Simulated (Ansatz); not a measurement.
# Lu (Im-3m) in Ansatz: further runs

Aim: see how the results for Lu move with the level of theory and the settings. Levels: LDA, Slater exchange only. Tasks: projected density of states, single point, equation of state.

Everything below comes from runs of Ansatz 0.2.0. Logs are shortened: lines on timing, memory, paths and dates and some standing lists are left out, and cuts for length are marked.

## (1) The crystal as given

It takes space group Im-3m (No. 229, cubic). The conventional cell has a = 3.908 Å, b = 3.908 Å, c = 3.908 Å, α = 90.00°, β = 90.00°, γ = 90.00°. Around Lu (site symmetry m-3m) lie 8 Lu at 3.38 Å.

This isn't the form of Lu at room conditions, which is hcp.

## (2) Projected density of states, LDA, non-collinear spin, random start

input.yaml

```yaml
crystal:
  lattice:
    - [-1.9541071088, 1.9541071088, 1.9541071088]
    - [1.9541071088, -1.9541071088, 1.9541071088]
    - [1.9541071088, 1.9541071088, -1.9541071088]
  atoms:
    - { symbol: Lu, position: [0.0, 0.0, 0.0], spin: 0.29, spin_axis: [0.406525, -0.596006, 0.69247] }
kpoints:
  mp_grid: { grid: [8, 8, 8] }
  band_path:
    path:
      - [0.0, 0.0, 0.0]
      - [0.5, -0.5, 0.5]
      - [0.0, 0.0, 0.5]
      - [0.0, 0.0, 0.0]
      - [0.25, 0.25, 0.25]
      - [0.5, -0.5, 0.5]
    npoints: 10
scf:
  occupations: { method: gaussian, width: 0.1 }
hamiltonian:
  xc: lda
  pseudopotentials:
    kind: all_electron
    lapw: { basis_error: 0.001, muffin_tin_radii: { Lu: 1.354 } }
magnetization:
  noncollinear: true
output:
  forces: true
  stress: true
  eigenvalues: true
  fatbands: true
  dos: { projected: true, de: 0.2, e_range: [-14, 8] }
  populations: true
```

Potentials or basis: all-electron LAPW, scalar-relativistic.

On the command line:

```
$ ansatz run input.yaml --threads 1 --pin off --max-ram 2560MiB --backend cpu --events-out ev --progress --plain --runs-dir out
```

The program printed:

```text
Warning: RAYON_NUM_THREADS=1 ignored (pool sized by the plan → 1); use --threads N
Lu: projections on atomic orbitals take those of the free atom 1s2 2s2 2p6 3s2 3p6 3d10 4s2 4p6 4d10 4f14 5s2 5p6 5d1 6s2, of charge +0.00 (hamiltonian.pseudopotentials.projection_atoms)
LAPW: plane waves up to 9.125 Å⁻¹, error target 1.0e-3 eV per atom; small_component_spin mean_spin; Lu in spheres of 1.354 Å, 41 of its electrons in bands, Dirac shells [] (how accurate: hamiltonian.pseudopotentials.lapw.basis_error, Limitations)
Engine: ansatz 0.2.0, aarch64-unknown-linux-gnu
Pseudopotentials: kind: all_electron
Pseudopotential: Lu, LAPW, valence charge 41, lapw/all_electron/scalar/gaussian/Lu, Koelling and Harmon's equation, gaussian nucleus
Functional definition: SPW92
  exchange = slater_x
  correlation = pw_c
this run first makes a single point of its starting geometry on two collinear spin channels, or without spin where it has no moments, for its own SCFs to start from. `scf.lower_state_search: off` leaves that single point out
Crystal: 1 atoms, lattice volume = 29.847 Å³
Basis set: ecut = 317.2735045223862 eV, 381 PW (Γ), exchange–correlation at level 2
Bands: 25, of which v1, the nominal top of the filled ones, is band 21 counted from 1 (20 counted from 0)
Symmetry: 48 space group operations
Space group: Im-3m (ITA 229), of the structure as read, at distance tolerance 3.1e-5 Å
Magnetic group: BNS 229.140 (UNI 1642), of the structure as read, at distance tolerance 3.1e-5 Å
k-points: 29 of 512
Non-local potential: Lu, projectors of the file, none
Initial density: superposition of atomic densities (chi_scale 0.1, normalization cell)
Starting moments: Σ|m| = 0.29 μB on 1 of 1 site
Initial wavefunctions: plane waves of lowest kinetic energy (no species holds an atomic orbital)
Functional: x = slater, c = lda
iter 1 solved again at ethr=3.12e-4 eV; its pass at ethr=1.00e-1 eV (dr2=1.28e-1 eV) is discarded
SCF iter   1: F=—  HF=-396003.641326 eV  |F-HF|=—  |Δ(HF+E_count)|=         —  Δρ=1.07e-2 (↑1.07e-2 ↓7.19e-3)  dr2=1.28e-1  dr2_m=2.61e-3  M=0.155 μB ∫|m|=0.161 μB  β_m=0.30  ethr=3.12e-4  ⟨swp⟩=2.6  Hψ=8701  notcnv=0
Mixer restart at iter 1: flushing history
preconditioner: auto → Kerker (q_TF=auto, 2.877 Å⁻¹)  [metal: Δε(μ)=0.013 eV  Ē_g=13.185 eV  σ=0.100 eV  W_gap=0.08  n_scr=12 (ndim 8)  ℏωp=32.6 eV  f_vac=0.000  D(μ)=2.18/eV (n_scr^D=18)]
spin=Collinear: Kerker preconditioning applied to the charge; magnetization (m = ρ↑ − ρ↓) channel mixes plain (no charge-response kernel on spin).
SCF iter   2: F=—  HF=-396003.592921 eV  |F-HF|=—  |Δ(HF+E_count)|=   4.84e-2  Δρ=8.16e-3 (↑8.16e-3 ↓5.79e-3)  dr2=7.91e-2  dr2_m=1.45e-3  M=0.144 μB ∫|m|=0.148 μB  β_m=0.37  ethr=3.12e-4  ⟨swp⟩=2.0  Hψ=4339  notcnv=0
SCF iter   3: F=—  HF=-396003.583787 eV  |F-HF|=—  |Δ(HF+E_count)|=   9.13e-3  Δρ=6.03e-3 (↑6.03e-3 ↓4.68e-3)  dr2=4.94e-2  dr2_m=6.07e-4  M=0.126 μB ∫|m|=0.129 μB  β_m=0.46  ethr=1.93e-4  ⟨swp⟩=2.0  Hψ=4337  notcnv=0
SCF iter   4: F=—  HF=-396003.575913 eV  |F-HF|=—  |Δ(HF+E_count)|=   7.87e-3  Δρ=2.33e-3 (↑2.23e-3 ↓2.33e-3)  dr2=9.86e-3  dr2_m=5.60e-5  M=0.089 μB ∫|m|=0.090 μB  β_m=0.73  ethr=1.20e-4  ⟨swp⟩=2.0  Hψ=4281  notcnv=0
iter 5 solved again at ethr=4.32e-7 eV; its pass at ethr=2.41e-5 eV (dr2=1.77e-4 eV) is discarded
SCF iter   5: F=—  HF=-396003.578209 eV  |F-HF|=—  |Δ(HF+E_count)|=   2.30e-3  Δρ=4.64e-4 (↑4.16e-4 ↓4.64e-4)  dr2=1.77e-4  dr2_m=1.31e-5  M=0.043 μB ∫|m|=0.044 μB  β_m=0.78  ethr=4.32e-7  ⟨swp⟩=2.0  Hψ=7288  notcnv=0
SCF iter   6: F=—  HF=-396003.578291 eV  |F-HF|=—  |Δ(HF+E_count)|=   8.23e-5  Δρ=2.53e-4 (↑2.39e-4 ↓2.53e-4)  dr2=3.09e-5  dr2_m=7.99e-6  M=0.029 μB ∫|m|=0.030 μB  β_m=0.89  ethr=4.32e-7  ⟨swp⟩=2.0  Hψ=4340  notcnv=0
SCF iter   7: F=—  HF=-396003.578344 eV  |F-HF|=—  |Δ(HF+E_count)|=   5.28e-5  Δρ=9.12e-5 (↑8.63e-5 ↓9.12e-5)  dr2=7.42e-7  dr2_m=2.00e-6  M=0.014 μB ∫|m|=0.014 μB  β_m=0.95  ethr=7.53e-8  ⟨swp⟩=2.9  Hψ=4432  notcnv=0
SCF iter   8: F=—  HF=-396003.578355 eV  |F-HF|=—  |Δ(HF+E_count)|=   1.09e-5  Δρ=3.95e-5 (↑3.95e-5 ↓3.85e-5)  dr2=4.63e-7  dr2_m=3.32e-7  M=0.006 μB ∫|m|=0.006 μB  β_m=0.97  ethr=1.81e-9  ⟨swp⟩=3.0  Hψ=4475  notcnv=0
SCF iter   9: F=—  HF=-396003.578357 eV  |F-HF|=—  |Δ(HF+E_count)|=   1.89e-6  Δρ=1.36e-5 (↑1.36e-5 ↓1.28e-5)  dr2=3.74e-8  dr2_m=3.60e-8  M=0.002 μB ∫|m|=0.002 μB  β_m=0.99  ethr=1.13e-9  ⟨swp⟩=3.0  Hψ=4472  notcnv=0
SCF iter  10: F=—  HF=-396003.578357 eV  |F-HF|=—  |Δ(HF+E_count)|=   2.83e-7  Δρ=3.84e-6 (↑3.84e-6 ↓3.64e-6)  dr2=5.95e-9  dr2_m=1.94e-9  M=0.000 μB ∫|m|=0.000 μB  β_m=0.99  ethr=9.11e-11  ⟨swp⟩=3.0  Hψ=4457  notcnv=0
SCF iter  11: F=—  HF=-396003.578357 eV  |F-HF|=—  |Δ(HF+E_count)|=   1.10e-8  Δρ=1.22e-6 (↑1.13e-6 ↓1.22e-6)  dr2=1.79e-10  dr2_m=3.08e-10  M=-0.000 μB ∫|m|=0.000 μB  β_m=0.96  ethr=1.45e-11  ⟨swp⟩=3.0  Hψ=4454  notcnv=0
SCF iter  12: F=—  HF=-396003.578357 eV  |F-HF|=—  |Δ(HF+E_count)|=   3.84e-9  Δρ=3.13e-7 (↑2.84e-7 ↓3.13e-7)  dr2=2.32e-11  dr2_m=1.57e-11  M=-0.000 μB ∫|m|=0.000 μB  β_m=0.95  ethr=5.93e-12 (applied; sched 1.00e-12)  ⟨swp⟩=2.9  Hψ=4409  notcnv=0
SCF iter  13: F=-396003.578357 eV  HF=-396003.578357 eV  |F-HF|=5.82e-11  |Δ(HF+E_count)|=  2.33e-10  Δρ=1.06e-7 (↑1.06e-7 ↓9.66e-8)  dr2=4.96e-13  dr2_m=2.67e-12  M=0.000 μB ∫|m|=0.000 μB  ethr=5.70e-12 (applied; sched 1.00e-12)  ⟨swp⟩=2.0  Hψ=4338  notcnv=0
SCF 1 converged in 13 iterations: F = -396003.578357 eV  dr2 = 4.96e-13
this run first made a single point of its starting geometry. This run's own SCFs start from that state's density.
Bands: 50, of which v1, the nominal top of the filled ones, is band 41 counted from 1 (40 counted from 0)
Symmetry: 48 space group operations + 48 with time reversal
Moments: of one size on atoms that these operations exchange, one fixing the others by the rotation that the starting moments gave each, and all in one plane where the starting moments lie in one or along one axis (crystal.symmetry.detect: false holds none)
Initial density: read from a saved state, or passed on in memory by an earlier SCF of this step, an earlier step, the calling program or the single point that the run made first
Stability of the state it starts from, as read at its close in the collinear treatment: not read negative (Ritz values of 1 − χ₀K, real part plus size of imaginary part, from 0.25 to 0.28, by its mixing steps under the symmetry group of the SCF that read it); its run was given moments
Starting moments: Σ|m| = 0.29 μB on 1 of 1 site; this step starts from the density that it was given
iter 1 solved again at ethr=1.35e-9 eV; its pass at ethr=1.00e-1 eV (dr2=5.52e-7 eV) is discarded
SCF iter   1: F=—  HF=-396003.578357 eV  |F-HF|=—  |Δ(HF+E_count)|=         —  Δρ=1.36e-7  dr2=6.17e-13  dr2_m=2.65e-12  ethr=1.35e-9  |M|=1.91e-5 ∫|m|=1.94e-5 μB  β_m=0.30  ⟨swp⟩=6.8  Hψ=13036  notcnv=0
preconditioner: auto → Kerker (q_TF=auto, 2.877 Å⁻¹)  [metal: Δε(μ)=0.059 eV  Ē_g=13.788 eV  σ=0.100 eV  W_gap=0.30  n_scr=12 (ndim 8)  ℏωp=32.6 eV  f_vac=0.000  D(μ)=2.29/eV (n_scr^D=18)]
spin=Noncollinear: Kerker preconditioning applied to the charge; magnetization (m_x, m_y, m_z) channels mix plain (no charge-response kernel on spin).
SCF iter   2: F=-396003.578357 eV  HF=-396003.578357 eV  |F-HF|=5.82e-11  |Δ(HF+E_count)|=   1.92e-9  Δρ=1.27e-7  dr2=4.01e-13  dr2_m=2.30e-12  ethr=1.28e-11 (applied; sched 1.00e-12)  |M|=1.78e-5 ∫|m|=1.80e-5 μB  ⟨swp⟩=3.0  Hψ=4684  notcnv=0
WARN: the starting moments were not kept: the SCF closed with an absolute magnetisation of 1.8e-5 μB, where they sum to 0.29 μB in size (1 site). That is at most 0.1 of that sum. Measured as dr2_m measures the in/out step, that magnetisation stands 2.5e-11 eV from none, at or under the dr2_threshold of 1.0e-7 eV: it is no larger than a step whose dr2_m would equal this threshold. The system may hold no moment; this SCF shows only that its start led to no more than that. This SCF took its magnetisation from a saved state (the deck's checkpoint.read, a session's seed or a resume), or from the single point or search that the run made first, and not from the starting moments. Where the run's atoms have moved since that state, how it is taken is a key of its own (checkpoint.density_extrapolation: follow_atoms, where typed, takes the whole of its magnetisation to them with its atoms, but for some exceptions; the density_extrapolation keyword of a session's seed is the same key). To be rid of a resumed run's state, run its deck in a fresh run directory. To be rid of the state of a single point that the run made first, give starting moments in the input or, where a deck that gives them still makes one, type scf.lower_state_search: off. To try another start, run it without that state.
SCF 2 converged in 2 iterations: F = -396003.578357 eV  dr2 = 4.01e-13
NSCF: frozen V_eff on 51 k-points
WARN: this state was not checked for a lower one beside it: the run's test of it (scf.lower_state_search) could not run behind this SCF: none is made under non-collinear spin (noncollinear)
SCF converged after 2 iterations
Magnetization: |M| = 0.0000 μB,  M = (+0.0000, -0.0000, +0.0000) μB
Absolute magnetization: 0.0000 μB (∫|m|)
  site 0: m = (+0.0000, -0.0000, +0.0000) μB, |m| = 0.0000 μB  (R = 1.35 Å)
Free energy (F): -396003.578357 eV
Harris-Foulkes:  -396003.578357 eV  (|F-HF|=5.82e-11)
Internal energy: -396003.566921 eV  (E = F + TS)
E sigma→0 (E₀):  -396003.572639 eV
Entropy (-TS):   -0.011436 eV (-11.436 meV/atom)
Fermi energy:    14.412963 eV
--- Per-component energies (eV) ---
  E_band       = -3744.258323
  E_kinetic    = 439125.810117
  E_xc         = -7966.982308
  E_electrostatic = -827162.394731  (all electrons and nuclei)
  E_smearing   = -0.011436  (= −TS)
  E_closure    = 0.000000  (closes the sum)
  E_atoms      = -395998.684141  (free atoms, spherical and without spin; not in F)
  Σ components = -396003.578357   (vs F -396003.578357, Δ=0.00e0)
  Basis errors (estimates in eV, not in F): energy 4.2e-4 per atom: plane waves 4.0e-4 (2.2e-4 summed), levels above the bands 0.0e0, relativity 1.3e-8, radial functions 2.8e-5, core shells 3.1e-7; eigenvalues (radial functions only) 2.0e-6; not estimated: angular momenta, meshes, grids; target (lapw.basis_error) 1.0e-3; muffin-tin radii Lu 1.354 Å
--- Forces (eV/Å), atoms counted from 1 ---
  atom   1  Lu     0.00000000     0.00000000     0.00000000
  max |Σ_I F_I| component: 9.26e-26 eV/Å
--- Stress (GPa, compression-positive) ---
       -5.465711      -0.000000       0.000000
       -0.000000      -5.465711      -0.000000
        0.000000      -0.000000      -5.465711
  P = ⅓ Tr σ = -5.4657 GPa (-54.657 kbar)
--- Band table (eV; the first three rows and the last of 29) ---
  k-point 0: bands = ["-337.9012", "-337.9012", "-337.9012", "-337.9012", "-337.9012", "-337.9012", "-172.3966", "-172.3966", "-172.3966", "-172.3966", "-172.3966", "-172.3966", "-172.3869", "-172.3869", "-172.3869", "-172.3869", "-41.9908", "-41.9908", "-12.4408", "-12.4408", "-12.4408", "-12.4408", "-12.4408", "-12.4408", "8.3292", "8.3292", "9.1545", "9.1545", "9.1545", "9.1545", "9.1545", "9.1545", "9.2431", "9.2431", "9.2431", "9.2431", "9.2431", "9.2431", "9.2588", "9.2588", "16.3970", "16.3970", "16.3970", "16.3970", "16.3970", "16.3970", "18.6205", "18.6205", "18.6205", "18.6205"]
  k-point 1: bands = ["-337.9012", "-337.9012", "-337.9012", "-337.9012", "-337.9012", "-337.9012", "-172.3966", "-172.3966", "-172.3966", "-172.3966", "-172.3966", "-172.3966", "-172.3869", "-172.3869", "-172.3869", "-172.3869", "-41.9866", "-41.9866", "-12.5114", "-12.5114", "-12.4637", "-12.4637", "-12.4409", "-12.4409", "8.7696", "8.7696", "9.1580", "9.1580", "9.1619", "9.1619", "9.1631", "9.1631", "9.2353", "9.2353", "9.2372", "9.2373", "9.2399", "9.2399", "9.2506", "9.2506", "16.0892", "16.0892", "16.2031", "16.2031", "16.8422", "16.8422", "18.2416", "18.2416", "18.6286", "18.6286"]
  k-point 2: bands = ["-337.9012", "-337.9012", "-337.9012", "-337.9012", "-337.9012", "-337.9012", "-172.3966", "-172.3966", "-172.3966", "-172.3966", "-172.3966", "-172.3966", "-172.3869", "-172.3869", "-172.3869", "-172.3869", "-41.9764", "-41.9764", "-12.6774", "-12.6773", "-12.5183", "-12.5183", "-12.4412", "-12.4411", "9.1640", "9.1640", "9.1811", "9.1811", "9.1849", "9.1849", "9.2090", "9.2090", "9.2188", "9.2188", "9.2351", "9.2351", "9.2488", "9.2488", "9.9465", "9.9465", "15.4314", "15.4314", "15.4569", "15.4569", "18.1128", "18.1128", "18.2143", "18.2144", "18.7530", "18.7530"]
  k-point 28: bands = ["-337.9012", "-337.9012", "-337.9012", "-337.9012", "-337.9012", "-337.9012", "-172.3966", "-172.3966", "-172.3966", "-172.3966", "-172.3966", "-172.3966", "-172.3869", "-172.3869", "-172.3869", "-172.3869", "-41.9395", "-41.9395", "-12.7700", "-12.7700", "-12.7700", "-12.7700", "-12.7700", "-12.7700", "9.1369", "9.1369", "9.1940", "9.1940", "9.1940", "9.1940", "9.1940", "9.1940", "9.2462", "9.2462", "9.2462", "9.2462", "9.2462", "9.2462", "12.9688", "12.9688", "12.9688", "12.9688", "20.0227", "20.0227", "20.0227", "20.0227", "20.0227", "20.0227", "20.6273", "20.6273"]
--- Löwdin populations: 1 site ---
  site symbol       q [e]
     0     Lu     70.9495
  spilling = 0.000712 (of n_electrons = 71.000000)
```

It took 72 s on 1 thread of Arm Neoverse V1, shared host; peak memory 0.38 GiB.

Results:

```
Free energy             : -396003.5784 eV
Pressure                : -5.5 GPa
Band gap along the path : none (metal or under the smearing width)
Net moment              : 0.00 μB per cell
Absolute moment         : 0.00 μB per cell
```

Levels at the corners of the path, in eV from the Fermi level:
```csv
point,band 40,band 41,band 42,band 43,band 44,band 45
Γ,-5.15,1.98,1.98,1.98,1.98,1.98
H,-1.44,-1.44,-1.44,5.61,5.61,5.61
N,-2.52,0.32,0.32,0.53,0.53,3.93
Γ,-5.15,1.98,1.98,1.98,1.98,1.98
P,-0.23,-0.23,-0.23,-0.23,-0.23,3.86
H,-1.44,-1.44,-1.44,5.61,5.61,5.61
```

States per cell in windows of 1 eV (zero at the Fermi level; states under -8 eV left out):
```tsv
from (eV)	total	Lu1 4f	Lu1 5d	Lu1 6s	Lu1 5p	Lu1 5s	Lu1 4s
-8.0	0.00	0.00	0.00	0.00	0.00	0.00	0.00
-7.0	0.00	0.00	0.00	0.00	0.00	0.00	0.00
-6.0	14.05	13.96	0.01	0.08	0.00	0.00	0.00
-5.0	0.20	0.03	0.03	0.14	0.00	0.00	0.00
-4.0	0.31	0.00	0.10	0.19	0.01	0.00	0.00
-3.0	0.62	0.00	0.37	0.22	0.01	0.01	0.00
-2.0	0.79	0.00	0.64	0.13	0.01	0.00	0.00
-1.0	0.91	0.00	0.84	0.02	0.01	0.00	0.00
0.0	2.12	0.00	1.87	0.09	0.02	0.00	0.00
1.0	0.85	0.00	0.81	0.03	0.00	0.00	0.00
2.0	0.60	0.00	0.55	0.03	0.00	0.00	0.00
3.0	1.40	0.00	1.31	0.04	0.00	0.00	0.00
4.0	2.43	0.00	1.99	0.27	0.00	0.01	0.00
5.0	0.76	0.00	0.47	0.11	0.00	0.00	0.00
6.0	0.93	0.00	0.51	0.14	0.00	0.01	0.00
7.0	0.00	0.00	0.00	0.00	0.00	0.00	0.00
```

Moments on the atoms (μB; x, y, z):
```
Lu  0.00 0.00 0.00
```

Caveat: spin-orbit coupling is left out, which moves the levels of the heavy elements; the starting moments weren't kept.

(Part 1 of 2 ends here.)
